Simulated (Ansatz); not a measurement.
BN: ideal shear of a crystal plane

Method: DFT PBE+D3(BJ), scalar-relativistic, plane waves, PAW (Ansatz). Settings: plane waves to 420 eV, k-mesh 10×10×2 (Γ-centred), Gaussian smearing 0.05 eV. No spin polarisation. Energies are free energies at this smearing, counted from the undisturbed cell; pressure is positive in compression.

The undisturbed cell (relaxed at this level):

```
CELL_PARAMETERS angstrom
-2.50644 0.00000 0.00000
-1.25322 -2.17064 0.00000
0.00000 0.00000 13.23369
ATOMIC_POSITIONS crystal
B 0.33333 0.33333 0.87500
B 0.33333 0.33333 0.37500
B 0.66667 0.66667 0.12500
B 0.66667 0.66667 0.62500
N 0.33333 0.33333 0.12500
N 0.33333 0.33333 0.62500
N 0.66667 0.66667 0.87500
N 0.66667 0.66667 0.37500
```

The cut lies on the cell's a–b face, a (0 0 1) plane (indices in the standard cell, whose axes needn't be the Cartesian ones shown) of area 5.44 Å², between layers 3.31 Å apart. Vector c is tilted by f times 1·a + 0·b (length 2.506 Å) with the atoms' Cartesian places fixed: one unrelaxed fault a cell. The traction is dγ/du, the slope of γ against the slip u in Å. Some rows repeat others by symmetry and weren't run.

```csv
f,γ (mJ/m²),traction (GPa)
0.0000,0,0.0
0.1000,4,0.3
0.2000,15,0.5
0.3000,30,0.5
0.4000,41,0.3
0.5000,45,0.0
0.6000,41,-0.3
0.7000,30,-0.5
0.8000,15,-0.5
0.9000,4,-0.3
```

Question: Read off the first barrier and the stress needed to climb it, and compare with Frenkel's sinusoid.

Answer: The first sampled maximum lies at f = 0.500, a slip of 1.25 Å, with γ ≈ 45 mJ/m², which stands in for the unstable fault energy γ_us, and the steepest sampled slope before it is 0.5 GPa. A sinusoid γ = γ_us sin²(πu/λ) with its maximum there has λ = 2.51 Å and a largest slope πγ_us/λ = 0.6 GPa (1 mJ/m² per Å = 0.01 GPa). The stand-in is too high: the stress and forces give a traction of 0.9 GPa across the line at this point, so it is no saddle, and slip that bends off the line crosses lower.

Question: Is there a metastable fault on this line?

Answer: Apart from points where γ returns to about zero, no local minimum shows among the samples, so at this sampling the line offers no fault for a dislocation to split on; a fault can still lie off the line.

The cut is rigid; relaxing the faces lowers these energies and usually the stresses.

Cost: 6 runs of about 0.78 core-minutes in all, on Arm Neoverse V1 (shared hosts).